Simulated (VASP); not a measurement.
# BiTe (R-3m) in VASP: notebook

Aim: see how the results for BiTe move with the level of theory and the settings. Levels: PBE, LDA. Tasks: phonons, elastic constants, Wannier functions by SCDM, optical spectrum, density of states.

Everything below comes from runs of VASP 6.6.1. Logs are shortened: lines on timing, memory, paths and dates and some standing lists are left out, and cuts for length are marked.

## (1) The structure

The structure is trigonal, space group R-3m (No. 166). The conventional cell has a = 4.845 Å, b = 4.845 Å, c = 9.952 Å, α = 90.00°, β = 90.00°, γ = 120.00°. Bi (site symmetry -3m) has 6 Te at 3.25 Å as nearest neighbours. Te (site symmetry -3m) is surrounded by 6 Bi at 3.25 Å.

The cell comes from a database or a generator and needn't be the stable form of this composition.

## (2) Phonons, PBE

POSCAR

```
BiTe
1.0
    2.4227077728      1.3987509848      3.3172919545
   -2.4227077728      1.3987509848      3.3172919545
    0.0000000000     -2.7975019696      3.3172919545
Bi Te
1 1
Direct
    0.5000000000      0.5000000000      0.5000000000
    0.0000000000      0.0000000000      0.0000000000
```

INCAR.step1

```
PREC = Accurate
ENCUT = 600
EDIFF = 1E-8
ISMEAR = 0
SIGMA = 0.02
LREAL = F
LASPH = T
NELM = 80
ALGO = Fast
ISIF = 3
LWAVE = F
LCHARG = F
GGA = PE
IBRION = 2
NSW = 40
EDIFFG = -0.002
```

INCAR.step2

```
PREC = Accurate
ENCUT = 600
EDIFF = 1E-8
ISMEAR = 0
SIGMA = 0.02
LREAL = F
LASPH = T
NELM = 80
ALGO = Fast
ISIF = 2
LWAVE = F
LCHARG = F
GGA = PE
IBRION = 8
NSW = 1
```

KPOINTS

```
regular mesh
0
Gamma
  5 5 5
```

Potentials or basis: VASP PAW PBE potentials, release 64 (Bi_d, Te).

The run is started by

```console
cat potpaw_PBE.64/Bi_d/POTCAR potpaw_PBE.64/Te/POTCAR > POTCAR
cp INCAR.step1 INCAR
mpirun -np 1 vasp_std > vasp.out
cp CONTCAR POSCAR
cp INCAR.step2 INCAR
mpirun -np 1 vasp_std > vasp.out
```

OUTCAR:

```text
PREC = Accurate
   ENCUT = 600
   EDIFF = 1E-8
   ISMEAR = 0
   LREAL = F
   LASPH = T
   NELM = 80
   ISIF = 2
   GGA = PE
   IBRION = 8
   NSW = 1

 ion  position               nearest neighbor table
   1  0.500  0.500  0.500-   2 3.25   2 3.25   2 3.25   2 3.25   2 3.25   2 3.25
   2  0.000  0.000  0.000-   1 3.25   1 3.25   1 3.25   1 3.25   1 3.25   1 3.25

  LATTYP: Found a trigonal (rhomboedric) cell.
 ALAT       =     4.3385640775
 COS(alpha) =     0.3765537751

  Lattice vectors:

 A1 = (   2.4223144393,   1.3985238936,   3.3165738241)
 A2 = (  -2.4223144393,   1.3985238936,   3.3165738241)
 A3 = (   0.0000000000,  -2.7970477872,   3.3165738241)

Analysis of symmetry for initial positions (statically):
=====================================================================
 Subroutine PRICEL returns:
 Original cell was already a primitive cell.

 Routine SETGRP: Setting up the symmetry group for a
 trigonal (rhombohedral) supercell.

 Subroutine GETGRP returns: Found 12 space group operations
 (whereof 12 operations were pure point group operations)
 out of a pool of 12 trial point group operations.

The static configuration has the point symmetry D_3d.

Analysis of symmetry for dynamics (positions and initial velocities):
=====================================================================
 Subroutine PRICEL returns:
 Original cell was already a primitive cell.

 Routine SETGRP: Setting up the symmetry group for a
 trigonal (rhombohedral) supercell.

 Subroutine GETGRP returns: Found 12 space group operations
 (whereof 12 operations were pure point group operations)
 out of a pool of 12 trial point group operations.

The dynamic configuration has the point symmetry D_3d.

 Subroutine INISYM returns: Found 12 space group operations
 (whereof 12 operations are pure point group operations),
 and found     1 'primitive' translations

----------------------------------------------------------------------------------------

                                     Primitive cell

  volume of cell :      67.4126

  direct lattice vectors                    reciprocal lattice vectors
     2.422314439  1.398523894  3.316573824     0.206414160  0.119173271  0.100505326
    -2.422314439  1.398523894  3.316573824    -0.206414160  0.119173271  0.100505326
     0.000000000 -2.797047787  3.316573824     0.000000000 -0.238346542  0.100505326

  length of vectors
     4.338564078  4.338564078  4.338564078     0.258670436  0.258670436  0.258670436

  position of ions in fractional coordinates (direct lattice)
     0.500000000  0.500000000  0.500000000
     0.000000000  0.000000000  0.000000000

  ion indices of the primitive-cell ions
   primitive index   ion index
                 1           1
                 2           2

----------------------------------------------------------------------------------------

 KPOINTS: regular mesh

Automatic generation of k-mesh.
 Grid dimensions read from file:
 generate k-points for:    5    5    5

 Generating k-lattice:

  Cartesian coordinates                     Fractional coordinates (reciprocal lattice)
     0.041282832  0.023834654  0.020101065     0.200000000 -0.000000000  0.000000000
    -0.041282832  0.023834654  0.020101065    -0.000000000  0.200000000  0.000000000
     0.000000000 -0.047669308  0.020101065     0.000000000  0.000000000  0.200000000

  Length of vectors
     0.051734087  0.051734087  0.051734087

  Shift w.r.t. Gamma in fractional coordinates (k-lattice)
[... 79 lines left out ...]
 Gauss-broadening in eV      SIGMA  =   0.02
  energy-cutoff  :      600.00
  volume of cell :       67.41
 maximum number of plane-waves:      2273
   NGX = 17   NGY = 17   NGZ = 17

--------------------------------------- Ionic step        1  -------------------------------------------

 number of electron      21.0000005 magnetization

 Free energy of the ion-electron system (eV)
  ---------------------------------------------------
  ext. energy  EPLUGINS =         0.00000000
  ---------------------------------------------------
  free energy    TOTEN  =        -7.17155734 eV

  energy without entropy =       -7.17032413  energy(sigma->0) =       -7.17094073

 E-fermi :   6.5919     XC(G=0):  -9.4813

 val. band max:        6.5901942022   @ k =  -0.4000   0.4000   0.4000
 cond. band min:       6.6088337800   @ k =  -0.2000   0.2000   0.0000
 fundamental gap:      0.0186395778
 Fermi energy:         6.5919220750

 k-point     1 :       0.0000    0.0000    0.0000
  band No.  band energies     occupation
      1     -16.5527      2.00000
      2     -16.5527      2.00000
      3     -16.5477      2.00000
      4     -16.5341      2.00000
      5     -16.5341      2.00000
      6      -6.8089      2.00000
      7      -1.5972      2.00000
      8       3.7652      2.00000
      9       3.7652      2.00000
     10       5.0707      2.00000
     11       8.5356      0.00000
     12       9.1948      0.00000
     13       9.1948      0.00000
     14      10.7463      0.00000
[... 294 lines left out ...]
      3     -16.5480      2.00000
      4     -16.5307      2.00000
      5     -16.5295      2.00000
      6      -4.5742      2.00000
      7      -4.1231      2.00000
      8       2.3280      2.00000
      9       3.5956      2.00000
     10       3.7546      2.00000
     11       6.3469      2.00000
     12       6.5902      1.09724
     13       8.3924      0.00000
     14      13.3675      0.00000

------------------------ aborting loop because EDIFF is reached ----------------------------------------

  FORCE on cell =-STRESS in cart. coord.  units (eV):
  Direction    XX          YY          ZZ          XY          YZ          ZX
  --------------------------------------------------------------------------------------
  -------------------------------------------------------------------------------------
  Total        0.0037556      0.0037556     -0.0034132      0.0000000      0.0000000      0.0000000
  in kB        0.0892572      0.0892572     -0.0811194      0.0000000      0.0000000      0.0000000
  external PRESSURE =       0.0324650 kB  Pullay stress =       0.0000000 kB

 VOLUME and BASIS-vectors are now :
 -----------------------------------------------------------------------------
  energy-cutoff  :      600.00
  volume of cell :       67.41
      direct lattice vectors                 reciprocal lattice vectors
     2.422314439  1.398523894  3.316573824     0.206414160  0.119173271  0.100505326
    -2.422314439  1.398523894  3.316573824    -0.206414160  0.119173271  0.100505326
     0.000000000 -2.797047787  3.316573824     0.000000000 -0.238346542  0.100505326

 POSITION                                       TOTAL-FORCE (eV/Angst)
 -----------------------------------------------------------------------------------
      0.00000      0.00000      4.97486        -0.000000     -0.000000      0.000000
      0.00000      0.00000      0.00000         0.000000      0.000000     -0.000000
 -----------------------------------------------------------------------------------
    total drift:                               -0.000000     -0.000000      0.000000

  FREE ENERGIE OF THE ION-ELECTRON SYSTEM (eV)
  ---------------------------------------------------
  free  energy   TOTEN  =        -7.1715573401 eV

  energy  without entropy=       -7.1703241276  energy(sigma->0) =       -7.17094073

[... ionic steps 2 to 3 ...]

--------------------------------------- Ionic step        4  -------------------------------------------

------------------------ aborting loop because EDIFF is reached ----------------------------------------
[... 11 lines left out ...]
[... ionic steps 8 to 8 ...]

--------------------------------------- Ionic step        9  -------------------------------------------

 Free energy of the ion-electron system (eV)
  ---------------------------------------------------
  ---------------------------------------------------
  free energy    TOTEN  =        -0.04578542 eV

  energy without entropy =       -0.04578542

------------------------ aborting loop because EDIFF is reached ----------------------------------------

 INTERNAL STRAIN TENSOR  FOR ION    2  DIRECTION 3   (eV/Angst):
 -----------------------------------------------------------------------------
     0.01130 -0.00000  0.00000
     0.00000  0.01130 -0.00000
     0.00000  0.00000 -0.00087

 INTERNAL STRAIN TENSOR FOR ION    2 for displacements in x,y,z  (eV/Angst):
          X           Y           Z          XY          YZ          ZX
  --------------------------------------------------------------------------------
  x     0.00000     0.00000     0.00000     0.00000     0.00000     0.00000
  y     0.00000     0.00000     0.00000     0.00000     0.00000     0.00000
  z     0.00000     0.00000     0.00000     0.00000     0.00000     0.00000

 SECOND DERIVATIVES (NOT SYMMETRIZED)
 ------------------------------------
               1X          1Y          1Z          2X          2Y          2Z
  1X    -2.251659    0.000000    0.000000    2.251659    0.000000    0.000000
  1Y     0.000000   -2.251659    0.000000    0.000000    2.251659   -0.000000
  1Z     0.000000    0.000000   -2.174062    0.000000    0.000000    2.174062
  2X     2.229668    0.000000    0.000000   -2.229668    0.000000    0.000000
  2Y     0.000000    2.229668   -0.000000    0.000000   -2.229668    0.000000
  2Z     0.000000    0.000000    2.173914    0.000000    0.000000   -2.173914

 Eigenvectors and eigenvalues of the dynamical matrix
 ----------------------------------------------------

   1 f  =    2.627537 THz    16.509305 2PiTHz   87.645216 cm-1    10.866617 meV
             X         Y         Z           dx          dy          dz
      0.000000  0.000000  4.974861    -0.000000    0.617594   -0.000000
      0.000000  0.000000  0.000000     0.000000   -0.786497    0.000000
[... 21 lines left out ...]
   6 f/i=    0.006263 THz     0.039353 2PiTHz    0.208920 cm-1     0.025903 meV
             X         Y         Z           dx          dy          dz
      0.000000  0.000000  4.974861    -0.367388   -0.695416    0.000000
      0.000000  0.000000  0.000000    -0.288490   -0.546073    0.000000

--------------------------------------------------------------------------------------------------------

 ELASTIC MODULI CONTR FROM IONIC RELAXATION (kBar)
 Direction    XX          YY          ZZ          XY          YZ          ZX
 --------------------------------------------------------------------------------
 XX           0.0000      0.0000      0.0000      0.0000      0.0000      0.0000
 YY           0.0000      0.0000      0.0000      0.0000      0.0000      0.0000
 ZZ           0.0000      0.0000      0.0000      0.0000      0.0000      0.0000
 XY           0.0000      0.0000      0.0000      0.0000      0.0000      0.0000
 YZ           0.0000      0.0000      0.0000      0.0000      0.0000      0.0000
 ZX           0.0000      0.0000      0.0000      0.0000      0.0000      0.0000
 --------------------------------------------------------------------------------
```

It took 4.3 min on 1 thread of Intel Xeon Platinum 8488C (Sapphire Rapids), shared host; peak memory 0.34 GiB.

What came out:

* Relaxed volume: 33.71 Å³/atom
* Relaxed cell: a = 4.339 Å, b = 4.339 Å, c = 4.339 Å, α = 67.88°, β = 67.88°, γ = 67.88°
* Space group after relaxing (to 0.05 Å): R-3m (No. 166)
* Highest phonon frequency at Γ, LO-TO splitting left out: 88 cm⁻¹

Final structure:
```
Bi Te
1.0
     2.42231    1.39852    3.31657
    -2.42231    1.39852    3.31657
     0.00000   -2.79705    3.31657
Bi Te
1 1
Direct
  0.50000 0.50000 0.50000
  0.00000 0.00000 0.00000
```

Phonon frequencies in cm⁻¹ (negative: imaginary):
```tsv
q point	frequencies
(0.000, 0.000, 0.000)	0 0 0 86 88 88
```

Caveat: spin-orbit coupling is left out, which moves the levels of the heavy elements.

## (3) Elastic constants, PBE

POSCAR is that of step 2.

INCAR.step1

```
SYSTEM = BiTe
PREC = Accurate
ENCUT = 600
EDIFF = 1E-8
ISMEAR = 0
SIGMA = 0.02
LREAL = .FALSE.
LASPH = .TRUE.
NELM = 80
ALGO = Fast
ISIF = 3
LWAVE = .FALSE.
LCHARG = .FALSE.
GGA = PE
IBRION = 2
NSW = 40
EDIFFG = -0.002
```

INCAR.step2

```
SYSTEM = BiTe
PREC = Accurate
ENCUT = 600
EDIFF = 1E-8
ISMEAR = 0
SIGMA = 0.02
LREAL = .FALSE.
LASPH = .TRUE.
NELM = 80
ALGO = Fast
ISIF = 3
LWAVE = .FALSE.
LCHARG = .FALSE.
GGA = PE
IBRION = 6
NFREE = 2
POTIM = 0.015
NSW = 1
```

KPOINTS

```
Automatic mesh
0
G
  5 5 5
  0 0 0
```

Potentials or basis: VASP PAW PBE potentials, release 64 (Bi_d, Te).

The run is started by

```console
cat potpaw_PBE.64/Bi_d/POTCAR potpaw_PBE.64/Te/POTCAR > POTCAR
cp INCAR.step1 INCAR
mpirun -np 1 vasp_std > vasp.out
cp CONTCAR POSCAR
cp INCAR.step2 INCAR
mpirun -np 1 vasp_std > vasp.out
```

It took 11 min on 1 thread of Intel Xeon Platinum 8488C (Sapphire Rapids), shared host; peak memory 0.35 GiB.

It converged, with:

```yaml
Relaxed_volume: 33.71 Å³/atom
Relaxed_cell: a = 4.339 Å, b = 4.339 Å, c = 4.339 Å, α = 67.88°, β = 67.88°, γ = 67.88°
Space_group_after_relaxing_to_0.05_Å: R-3m (No. 166)
Voigt_bulk_modulus: 47 GPa
Highest_phonon_frequency_at_Γ_LO-TO_splitting_left_out: 88 cm⁻¹
```

Final structure:
```
Bi Te
1.0
     2.42231    1.39852    3.31657
    -2.42231    1.39852    3.31657
     0.00000   -2.79705    3.31657
Bi Te
1 1
Direct
  0.50000 0.50000 0.50000
  0.00000 0.00000 0.00000
```

Phonon frequencies in cm⁻¹ (negative: imaginary):
```csv
q point,frequencies
"(0.000, 0.000, 0.000)",0 0 0 86 88 88
```

Elastic tensor in Voigt notation (GPa, in the Cartesian axes of the cell as first typed):
```
 67  48  43 -26   0   0
 48  67  43  26   0   0
 43  43  17   0   0   0
-26  26   0  28   0   0
  0   0   0   0  28 -26
  0   0   0   0 -26  10
```

Clamped-ion elastic tensor (GPa):
```
 67  48  43 -26   0   0
 48  67  43  26   0   0
 43  43  17   0   0   0
-26  26   0  28   0   0
  0   0   0   0  28 -26
  0   0   0   0 -26  10
```

Caveat: the elastic tensor has a negative eigenvalue, so either the cell is unstable as it stands or the mesh is too thin; spin-orbit coupling is left out, which moves the levels of the heavy elements.

[end of part 1 of 2]
